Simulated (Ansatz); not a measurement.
**Si24H12C2 slab: levels of theory, part 1 of 2**

The task, for Si24H12C2 slab: compare levels of theory; the runs are relaxing the atoms and single point.

Computed with Ansatz 0.2.0 (DFT PBE, scalar-relativistic, plane waves, PAW, and further levels as typed in the inputs, unless a step's input says otherwise).

## Step 1: The system as given

It takes space group P1 (No. 1, triclinic). Conventional cell: a = 7.681 Å, b = 7.681 Å, c = 22.809 Å, α = 90.00°, β = 90.00°, γ = 90.00°. Si (site symmetry 1) has 3 Si at 2.33 to 2.40 Å as nearest neighbours. Si (site symmetry 1) is surrounded by 1 C at 1.90 Å and 1 Si at 2.09 Å and 1 H at 2.16 Å. Si (site symmetry 1) has 1 C at 1.83 Å and 1 Si at 2.09 Å as nearest neighbours. Around Si (site symmetry 1) lie 4 Si at 2.33 to 2.35 Å. Si (site symmetry 1) is surrounded by 4 Si at 2.09 to 2.35 Å. Around Si (site symmetry 1) lie 4 Si at 2.35 to 2.59 Å. Only part of the 38 independent sites is listed.

As a file:

```cif
data_structure
_symmetry_space_group_name_H-M 'P 1'
_symmetry_Int_Tables_number 1
_cell_length_a 7.6806
_cell_length_b 7.6806
_cell_length_c 22.8087
_cell_angle_alpha 90.000
_cell_angle_beta 90.000
_cell_angle_gamma 90.000
_cell_volume 1345.52
loop_
_atom_site_label
_atom_site_type_symbol
_atom_site_fract_x
_atom_site_fract_y
_atom_site_fract_z
_atom_site_occupancy
Si1 Si 0.09506 0.00000 0.65583 1
Si2 Si 0.09506 0.50000 0.65583 1
Si3 Si 0.40494 0.03906 0.65583 1
Si4 Si 0.40494 0.46094 0.65583 1
Si5 Si 0.00000 0.25000 0.60727 1
Si6 Si 0.00000 0.75000 0.60727 1
Si7 Si 0.50000 0.25000 0.60727 1
Si8 Si 0.50000 0.75000 0.60727 1
Si9 Si 0.25000 0.25000 0.54774 1
Si10 Si 0.25000 0.75000 0.54774 1
Si11 Si 0.75000 0.25000 0.54774 1
Si12 Si 0.75000 0.75000 0.54774 1
Si13 Si 0.25000 0.00000 0.48821 1
Si14 Si 0.25000 0.50000 0.48821 1
Si15 Si 0.75000 0.00000 0.48821 1
Si16 Si 0.75000 0.50000 0.48821 1
Si17 Si 0.00000 0.00000 0.42868 1
Si18 Si 0.00000 0.50000 0.42868 1
Si19 Si 0.50000 0.00000 0.42868 1
Si20 Si 0.50000 0.50000 0.42868 1
Si21 Si 0.00000 0.25000 0.36916 1
Si22 Si 0.00000 0.75000 0.36916 1
Si23 Si 0.50000 0.25000 0.36916 1
Si24 Si 0.50000 0.75000 0.36916 1
H1 H 0.84897 0.25000 0.32882 1
H2 H 0.15103 0.25000 0.32882 1
H3 H 0.84897 0.75000 0.32882 1
H4 H 0.15103 0.75000 0.32882 1
H5 H 0.34897 0.25000 0.32882 1
H6 H 0.65103 0.25000 0.32882 1
H7 H 0.34897 0.75000 0.32882 1
H8 H 0.65103 0.75000 0.32882 1
C1 C 0.48305 0.14845 0.72598 1
C2 C 0.44400 0.35155 0.72598 1
H9 H 0.36848 0.09637 0.74790 1
H10 H 0.59763 0.09637 0.74790 1
H11 H 0.32942 0.40363 0.74790 1
H12 H 0.55857 0.40363 0.74790 1
```

## Step 2: Relaxing the atoms: Si24H12C2 slab, no spin

input.yaml reads:

```yaml
crystal:
  lattice:
    - [7.6805938572, 0.0, 0.0]
    - [0.0, 7.6805938572, 0.0]
    - [0.0, 0.0, 22.80875]
  atoms:
    - { symbol: Si, position: [0.0950640638, 0.0, 0.6558338357] }
    - { symbol: Si, position: [0.0950640638, 0.5, 0.6558338357] }
    - { symbol: Si, position: [0.4049359362, 0.0390594797, 0.6558338357] }
    - { symbol: Si, position: [0.4049359362, 0.4609405203, 0.6558338357] }
    - { symbol: Si, position: [0.0, 0.25, 0.607266948] }
    - { symbol: Si, position: [0.0, 0.75, 0.607266948] }
    - { symbol: Si, position: [0.5, 0.25, 0.607266948] }
    - { symbol: Si, position: [0.5, 0.75, 0.607266948] }
    - { symbol: Si, position: [0.25, 0.25, 0.5477393544] }
    - { symbol: Si, position: [0.25, 0.75, 0.5477393544] }
    - { symbol: Si, position: [0.75, 0.25, 0.5477393544] }
    - { symbol: Si, position: [0.75, 0.75, 0.5477393544] }
    - { symbol: Si, position: [0.25, 0.0, 0.4882117608] }
    - { symbol: Si, position: [0.25, 0.5, 0.4882117608] }
    - { symbol: Si, position: [0.75, 0.0, 0.4882117608] }
    - { symbol: Si, position: [0.75, 0.5, 0.4882117608] }
    - { symbol: Si, position: [0.0, 0.0, 0.4286841673] }
    - { symbol: Si, position: [0.0, 0.5, 0.4286841673] }
    - { symbol: Si, position: [0.5, 0.0, 0.4286841673] }
    - { symbol: Si, position: [0.5, 0.5, 0.4286841673] }
    - { symbol: Si, position: [0.0, 0.25, 0.3691565737] }
    - { symbol: Si, position: [0.0, 0.75, 0.3691565737] }
    - { symbol: Si, position: [0.5, 0.25, 0.3691565737] }
    - { symbol: Si, position: [0.5, 0.75, 0.3691565737] }
    - { symbol: H, position: [-0.1510299882, 0.25, 0.3288211761] }
    - { symbol: H, position: [0.1510299882, 0.25, 0.3288211761] }
    - { symbol: H, position: [-0.1510299882, 0.75, 0.3288211761] }
    - { symbol: H, position: [0.1510299882, 0.75, 0.3288211761] }
    - { symbol: H, position: [0.3489700118, 0.25, 0.3288211761] }
    - { symbol: H, position: [0.6510299882, 0.25, 0.3288211761] }
    - { symbol: H, position: [0.3489700118, 0.75, 0.3288211761] }
    - { symbol: H, position: [0.6510299882, 0.75, 0.3288211761] }
    - { symbol: C, position: [0.4830548957, 0.1484453527, 0.7259823533] }
    - { symbol: C, position: [0.4439954159, 0.3515546473, 0.7259823533] }
    - { symbol: H, position: [0.3684804218, 0.0963660464, 0.747903765] }
    - { symbol: H, position: [0.5976293695, 0.0963660464, 0.747903765] }
    - { symbol: H, position: [0.3294209421, 0.4036339536, 0.747903765] }
    - { symbol: H, position: [0.5585698898, 0.4036339536, 0.747903765] }
scf:
  occupations: { method: gaussian, width: 0.05 }
output:
  forces: true
  write_density: true
  write_potential: true
  elf: true
  volumetric_format: npy
hamiltonian:
  xc: pbe
kpoints:
  mp_grid: { grid: [3, 3, 1] }
efield:
  axis: 3
  dipole_correction: true
relax:
  f_tol: 0.008
  max_steps: 100
  constraints: [{ sites: [20, 21, 22, 23, 24, 25, 26, 27, 28, 29, 30, 31] }]
```

Started as:

```
ansatz run input.yaml --threads 8 --pin off --max-ram 12288MiB --backend cpu --events-out ev --progress --plain --runs-dir out
```

Output:

```text
Warning: RAYON_NUM_THREADS=8 ignored (pool sized by the plan → 8); use --threads N
Engine: ansatz 0.2.0, aarch64-unknown-linux-gnu
Pseudopotentials: kind: paw
Pseudopotential: Si, paw, valence charge 4, recommended cutoff 420 eV (normal), Si.paw.azcp
Pseudopotential: H, paw, valence charge 1, recommended cutoff 420 eV (normal), H.paw.azcp
Pseudopotential: C, paw, valence charge 4, recommended cutoff 420 eV (normal), C.paw.azcp
Functional definition: PBE
  parameter kappa = 0.804
  parameter beta = 0.06672455060314922
  exchange = pbe_x(kappa = kappa, mu = beta*pi^2/3)
  correlation = pbe_c(beta = beta)
Crystal: 38 atoms, lattice volume = 1345.523 Å³
Basis set: ecut = 420 eV, 26273 PW (Γ), exchange–correlation on 108×108×320 points (8 copies of the dense FFT grid, shifted against one another)
Bands: 96, of which v1, the nominal top of the filled ones, is band 58 counted from 1 (57 counted from 0)
Symmetry: 1 space group operations
Space group: P1 (ITA 1), of the structure as read, at distance tolerance 1.1e-4 Å
k-points: 5 of 9 (time reversal used)
Non-local potential: Si, projectors of the file, l = 0: 2, l = 1: 2, l = 2: 2
Non-local potential: H, projectors of the file, l = 0: 2, l = 1: 1
Non-local potential: C, projectors of the file, l = 0: 2, l = 1: 2, l = 2: 1
PAW form: soft (Blöchl's): semilocal exchange-correlation on the pseudo side does not see the compensation charge
PAW one-centre angular grid: Si, 110 points (default); XC on 64 Gauss nodes
PAW one-centre angular grid: H, 110 points (default); XC on 64 Gauss nodes
PAW one-centre angular grid: C, 110 points (default); XC on 64 Gauss nodes
Initial density: superposition of atomic densities (neutral atoms: chi_scale 0, normalization atom), corrected by the library's trained network
Initial wavefunctions: pseudopotential atomic-orbital guess
Functional: x = pbe(κ = 0.804, μ = 0.2195149727645171), c = pbe(β = 0.06672455060314922)
SCF iter   1: F=—  HF=-15944.588734 eV  |F-HF|=—  |Δ(HF+E_count)|=         —  Δρ=2.48e-3  dr2=3.08e-1  ethr=1.77e-3  p=-0.006 e·Å  D=-8.45e-4 V/Å  ΔV_dip=0.02 eV  dr2_dipole=6.04e-2  V_vac-E_F(+/−)=4.30/4.28 eV  ⟨swp⟩=8.0  Hψ=2728  notcnv=0  defer=99
efield: sawtooth ramp at fractional position 0.9884 (placed from the atoms, in the widest stretch of the axis that holds none; the zero of the levels goes with the place), width 0.1000; the density the first Hamiltonian is built on has a dipole p = -0.006 e·Å; the dipole correction subtracts the counter field D = -8.45e-4 V/Å, which shifts the + side's vacuum level by +0.02 eV against the − side's; the planar-averaged density in the ramp window peaks in size at 4.5e-5 e/Å³
preconditioner: auto → LDOS  [insulator: Δε(μ)=0.135 eV  Ē_g=8.719 eV  σ=0.050 eV  W_gap=0.93  n_scr=120 (ndim 8)  ℏωp=10.9 eV  f_vac=0.512  D(μ)=1.50/eV (n_scr^D=2)  ε∞_Penn≈2.6  β→1.0]
SCF iter   2: F=—  HF=-15944.780919 eV  |F-HF|=—  |Δ(HF+E_count)|=   1.92e-1  Δρ=3.54e-3  dr2=1.33e0  ethr=2.65e-4  p=0.386 e·Å  D=5.19e-2 V/Å  ΔV_dip=-1.18 eV  dr2_dipole=2.15e-1  V_vac-E_F(+/−)=4.16/5.34 eV  ⟨swp⟩=4.0  Hψ=928  notcnv=0  defer=156  recentre
SCF iter   3: F=—  HF=-15944.551295 eV  |F-HF|=—  |Δ(HF+E_count)|=   2.30e-1  Δρ=9.36e-4  dr2=5.44e-2  ethr=2.65e-4  p=0.083 e·Å  D=1.12e-2 V/Å  ΔV_dip=-0.25 eV  dr2_dipole=1.60e-2  V_vac-E_F(+/−)=4.20/4.45 eV  ⟨swp⟩=4.2  Hψ=698  notcnv=0  defer=156
SCF iter   4: F=—  HF=-15944.544935 eV  |F-HF|=—  |Δ(HF+E_count)|=   6.36e-3  Δρ=3.58e-4  dr2=3.77e-3  ethr=4.69e-5  p=0.166 e·Å  D=2.23e-2 V/Å  ΔV_dip=-0.51 eV  dr2_dipole=1.44e-6  V_vac-E_F(+/−)=4.12/4.63 eV  ⟨swp⟩=1.6  Hψ=589  notcnv=0  defer=154
SCF iter   5: F=—  HF=-15944.544434 eV  |F-HF|=—  |Δ(HF+E_count)|=   5.02e-4  Δρ=1.01e-4  dr2=3.29e-4  ethr=3.25e-6  p=0.167 e·Å  D=2.25e-2 V/Å  ΔV_dip=-0.51 eV  dr2_dipole=7.73e-5  V_vac-E_F(+/−)=4.11/4.62 eV  ⟨swp⟩=2.0  Hψ=614  notcnv=0  defer=154
[... 61 lines left out ...]
  atom  18  Si    -0.00047573     0.00098720    -0.00040784
  atom  19  Si     0.00103968    -0.00065122    -0.00050570
  atom  20  Si     0.00055822    -0.00112184    -0.00085861
  atom  21  Si    -0.12931550     0.03051159     0.32288773
  atom  22  Si    -0.31384802    -0.00474938    -0.30327963
  atom  23  Si     0.17782827     0.00333635     0.23054360
  atom  24  Si     0.26138733     0.00029743    -0.12597935
  atom  25  H      0.10227159    -0.01463319    -0.01950049
  atom  26  H     -0.09562898    -0.00001393     0.02639811
  atom  27  H      0.13013041    -0.01386402    -0.08663772
  atom  28  H     -0.09812626     0.01627987     0.01216240
  atom  29  H      0.09427668     0.04459372     0.02546740
  atom  30  H     -0.10940699    -0.07725822    -0.03818937
  atom  31  H      0.09598270    -0.01592298     0.02067414
  atom  32  H     -0.11737450     0.03312737    -0.06168862
  atom  33  C     -0.00732798     0.00267957     0.00413809
  atom  34  C     -0.00328610    -0.00683388    -0.00501264
  atom  35  H      0.00017938    -0.00085523     0.00289731
  atom  36  H      0.00080344    -0.00100777    -0.00279885
  atom  37  H     -0.00266209     0.00011848     0.00306482
  atom  38  H      0.00392125     0.00502540     0.00275405
  max |Σ_I F_I| component: 1.14e-5 eV/Å
--- Band table (eV; the first three rows and the last of 5) ---
[... 4 lines left out ...]
--- Relaxed structure (15 steps of the walk, 15 accepted, 0 SCFs on fresh bases) ---
  F+E_penalty+E_count = -15947.00040337 eV   max|allowed force component| = 7.328e-3 eV/Å
  atoms:
    - { symbol: Si, position: [0.08289818067345095, 0.027015501127683184, 0.6762315696564397] }
    - { symbol: Si, position: [0.11354843519508923, 0.5179247876596081, 0.6384035038367878] }
    - { symbol: Si, position: [0.40038084851810507, 0.03525364225138478, 0.6649042796797803] }
    - { symbol: Si, position: [0.4150489813321892, 0.47838283167883316, 0.6614772024598212] }
    - { symbol: Si, position: [0.010795607344236425, 0.2489063622530823, 0.6058516622928914] }
    - { symbol: Si, position: [0.009693883369644517, 0.7896728615809566, 0.6141084488099838] }
    - { symbol: Si, position: [0.4829377172006464, 0.24985276756549174, 0.5969360036640647] }
    - { symbol: Si, position: [0.49540959503976445, 0.7598521849865453, 0.6213632507269135] }
    - { symbol: Si, position: [0.2410599878639534, 0.2457163694264691, 0.5374022255750524] }
    - { symbol: Si, position: [0.2608129023308557, 0.7381034227882423, 0.5513370864300524] }
    - { symbol: Si, position: [0.7526032395940163, 0.2525638684171165, 0.5492621268861898] }
    - { symbol: Si, position: [0.7483190596068868, 0.7576039743266826, 0.5576721844152621] }
    - { symbol: Si, position: [0.24618780684869804, -0.014725144017084692, 0.4861353729317502] }
    - { symbol: Si, position: [0.2524263668778061, 0.5019616977401852, 0.48419699990759396] }
    - { symbol: Si, position: [0.7478277672075321, -0.0015893464092986821, 0.49113958856468776] }
    - { symbol: Si, position: [0.7527839640837576, 0.5088389513138172, 0.49247932374718345] }
    - { symbol: Si, position: [-0.005631775284048491, -0.003952516386034587, 0.42834395262097213] }
    - { symbol: Si, position: [-0.002895881290316778, 0.5039255329821737, 0.4283374197253897] }
    - { symbol: Si, position: [0.5006374250151053, -0.0023358324982161735, 0.42870251946937843] }
    - { symbol: Si, position: [0.5072533749875833, 0.5019295808363895, 0.4283430370090724] }
    - { symbol: Si, position: [0.0, 0.25, 0.3691565737] }
    - { symbol: Si, position: [0.0, 0.7499999999999999, 0.3691565737] }
    - { symbol: Si, position: [0.5, 0.25, 0.3691565737] }
    - { symbol: Si, position: [0.5, 0.7499999999999999, 0.3691565737] }
    - { symbol: H, position: [-0.1510299882, 0.25, 0.32882117610000006] }
    - { symbol: H, position: [0.1510299882, 0.25, 0.32882117610000006] }
    - { symbol: H, position: [-0.1510299882, 0.7499999999999999, 0.32882117610000006] }
    - { symbol: H, position: [0.1510299882, 0.7499999999999999, 0.32882117610000006] }
    - { symbol: H, position: [0.3489700117999999, 0.25, 0.32882117610000006] }
    - { symbol: H, position: [0.6510299882, 0.25, 0.32882117610000006] }
    - { symbol: H, position: [0.3489700117999999, 0.7499999999999999, 0.32882117610000006] }
    - { symbol: H, position: [0.6510299882, 0.7499999999999999, 0.32882117610000006] }
    - { symbol: C, position: [0.5017295283120896, 0.15865272011807696, 0.7314182062343885] }
    - { symbol: C, position: [0.44678142637304175, 0.3540947544595794, 0.7359777785780985] }
    - { symbol: H, position: [0.469473331154982, 0.09311175478904153, 0.7729278488695451] }
    - { symbol: H, position: [0.643942657466302, 0.14929670349922392, 0.7260135181940425] }
    - { symbol: H, position: [0.3218206005083921, 0.3644558805000928, 0.7592470540158254] }
    - { symbol: H, position: [0.542560985084752, 0.4249938846637459, 0.7627766808118436] }
```

Run time: 4 min. Hardware: 8 threads of Arm Neoverse N1, shared host; peak memory 3.3 GiB.

The steps of the relaxation:

```csv
step,energy from step 1 (eV/cell),largest force component (eV/Å)
1,0.0000,5.1632
2,-1.8028,1.4540
3,-2.1686,0.4040
4,-2.2576,0.2165
5,-2.2895,0.1438
6,-2.3282,0.2355
7,-2.3949,0.5405
8,-2.4162,0.5001
9,-2.4378,0.1223
10,-2.4462,0.1190
11,-2.4505,0.1216
12,-2.4539,0.1107
13,-2.4553,0.0703
14,-2.4556,0.0149
15,-2.4557,0.0073
```

Step 1 is the start.

The cell repeats along c, and a dipole correction in the vacuum removes the field between the copies.

Atoms 21, 22, 23, 24, 25, 26, 27, 28, 29, 30, 31, 32, counted from 1, stay fixed.

Density in a lattice plane of the grid's cell (edges 7.68 and 22.81 Å, at 0.483 of the third edge), which holds Si and C and H.

Ten even steps from ' ' (0.00 e/Å³) to '@' (1.86 e/Å³):
```
                
                
                
                
  @@++@@..      
..++::--..      
..::..::..::..::
  ..  ..  ......
    ..          
                
....  ......  ..
..::::::..--::--
  ......  ......
                
                
                
                
                
                
                
```
Columns run along the first of these edges and rows up along the second, over one cell in 8 and 20 even steps from the bottom left corner. Atoms in the plane (fractional): Si at (0.25, 0.60), Si at (0.76, 0.62), Si at (1.00, 0.43), Si at (0.25, 0.37), Si at (0.75, 0.37), C at (0.16, 0.73), H at (0.09, 0.77).

ELF in the same plane.

Values, 12 rows by 6 columns:
```
0.00 0.00 0.00 0.00 0.00 0.00
0.52 0.17 0.01 0.06 0.00 0.00
0.51 0.62 0.51 0.65 0.01 0.01
0.42 0.43 0.42 0.37 0.90 0.87
0.10 0.40 0.40 0.12 0.52 0.54
0.27 0.04 0.04 0.26 0.04 0.04
0.26 0.89 0.88 0.24 0.88 0.88
0.05 0.42 0.43 0.06 0.42 0.42
0.00 0.01 0.01 0.00 0.01 0.01
0.00 0.00 0.00 0.00 0.00 0.00
0.00 0.00 0.00 0.00 0.00 0.00
0.00 0.00 0.00 0.00 0.00 0.00
```
Columns run along the first of these edges and rows up along the second, over one cell in 6 and 12 even steps from the bottom left corner. Atoms in the plane (fractional): Si at (0.25, 0.60), Si at (0.76, 0.62), Si at (1.00, 0.43), Si at (0.25, 0.37), Si at (0.75, 0.37), C at (0.16, 0.73), H at (0.09, 0.77).

Both are smooth fields of the valence electrons: close to the nuclei they are not physical.

Outside the cores ELF peaks at 1.00 at H; 0.98 beside Si, off the lines to its neighbours, 1.1 Å from Si; 0.96 on the Si–Si line, 1.1 Å from Si.

## Step 3: Single point: LDA

It takes the final geometry of step 2.

input.yaml reads:

```yaml
crystal:
  lattice:
    - [7.6805938572, 0.0, 0.0]
    - [0.0, 7.6805938572, 0.0]
    - [0.0, 0.0, 22.80875]
  atoms:
    - { symbol: Si, position: [0.0828981807, 0.0270155011, 0.6762315697] }
    - { symbol: Si, position: [0.1135484352, 0.5179247877, 0.6384035038] }
    - { symbol: Si, position: [0.4003808485, 0.0352536423, 0.6649042797] }
    - { symbol: Si, position: [0.4150489813, 0.4783828317, 0.6614772025] }
    - { symbol: Si, position: [0.0107956073, 0.2489063623, 0.6058516623] }
    - { symbol: Si, position: [0.0096938834, 0.7896728616, 0.6141084488] }
    - { symbol: Si, position: [0.4829377172, 0.2498527676, 0.5969360037] }
    - { symbol: Si, position: [0.495409595, 0.759852185, 0.6213632507] }
    - { symbol: Si, position: [0.2410599879, 0.2457163694, 0.5374022256] }
    - { symbol: Si, position: [0.2608129023, 0.7381034228, 0.5513370864] }
    - { symbol: Si, position: [0.7526032396, 0.2525638684, 0.5492621269] }
    - { symbol: Si, position: [0.7483190596, 0.7576039743, 0.5576721844] }
    - { symbol: Si, position: [0.2461878068, -0.014725144, 0.4861353729] }
    - { symbol: Si, position: [0.2524263669, 0.5019616977, 0.4841969999] }
    - { symbol: Si, position: [0.7478277672, -0.0015893464, 0.4911395886] }
    - { symbol: Si, position: [0.7527839641, 0.5088389513, 0.4924793237] }
    - { symbol: Si, position: [-0.0056317753, -0.0039525164, 0.4283439526] }
    - { symbol: Si, position: [-0.0028958813, 0.503925533, 0.4283374197] }
    - { symbol: Si, position: [0.500637425, -0.0023358325, 0.4287025195] }
    - { symbol: Si, position: [0.507253375, 0.5019295808, 0.428343037] }
    - { symbol: Si, position: [0.0, 0.25, 0.3691565737] }
    - { symbol: Si, position: [0.0, 0.75, 0.3691565737] }
    - { symbol: Si, position: [0.5, 0.25, 0.3691565737] }
    - { symbol: Si, position: [0.5, 0.75, 0.3691565737] }
    - { symbol: H, position: [-0.1510299882, 0.25, 0.3288211761] }
    - { symbol: H, position: [0.1510299882, 0.25, 0.3288211761] }
    - { symbol: H, position: [-0.1510299882, 0.75, 0.3288211761] }
    - { symbol: H, position: [0.1510299882, 0.75, 0.3288211761] }
    - { symbol: H, position: [0.3489700118, 0.25, 0.3288211761] }
    - { symbol: H, position: [0.6510299882, 0.25, 0.3288211761] }
    - { symbol: H, position: [0.3489700118, 0.75, 0.3288211761] }
    - { symbol: H, position: [0.6510299882, 0.75, 0.3288211761] }
    - { symbol: C, position: [0.5017295283, 0.1586527201, 0.7314182062] }
    - { symbol: C, position: [0.4467814264, 0.3540947545, 0.7359777786] }
    - { symbol: H, position: [0.4694733312, 0.0931117548, 0.7729278489] }
    - { symbol: H, position: [0.6439426575, 0.1492967035, 0.7260135182] }
    - { symbol: H, position: [0.3218206005, 0.3644558805, 0.759247054] }
    - { symbol: H, position: [0.5425609851, 0.4249938847, 0.7627766808] }
scf:
  occupations: { method: gaussian, width: 0.05 }
output:
  forces: true
hamiltonian:
  xc: lda
kpoints:
  mp_grid: { grid: [3, 3, 1] }
efield:
  axis: 3
  dipole_correction: true
```

Started as:

```
ansatz run input.yaml --threads 8 --pin off --max-ram 12288MiB --backend cpu --events-out ev --progress --plain --runs-dir out
```

Output (excerpt; [...] marks lines left out):

```text
[...]
SCF converged after 10 iterations
Free energy (F): -15274.788543 eV
[...]
E sigma→0 (E₀):  -15274.788543 eV
Fermi energy:    -0.434257 eV
Dipole field:    D = 0.018192 V/Å  (p = 0.135269 e·Å, saw-weighted, corrected)
Work function:   Φ+ = 4.3011 eV   Φ− = 4.7160 eV
Levels:          The Fermi level and band energies are counted from a zero that moves with the ramp; work functions are not
[...]
--- Forces (eV/Å), atoms counted from 1 ---
  atom   1  Si     0.09162481     0.02020000    -0.24757997
  atom   2  Si     0.07177275    -0.00380486    -0.13764117
  atom   3  Si     0.06177450     0.14954802     0.04329061
  atom   4  Si    -0.03070826    -0.13740181     0.03200998
  atom   5  Si     0.07352841     0.02397976    -0.07371188
  atom   6  Si     0.07726369    -0.02545173    -0.06471464
  atom   7  Si    -0.06915191    -0.00058828     0.01381797
  atom   8  Si    -0.07361864    -0.00574164    -0.09518759
[...]
--- Band table (eV; the first three rows and the last of 5) ---
[...]
```

It took 27 s on 8 threads of Arm Neoverse N1, shared host; peak memory 2.9 GiB.

(Continued in part 2 of 2.)
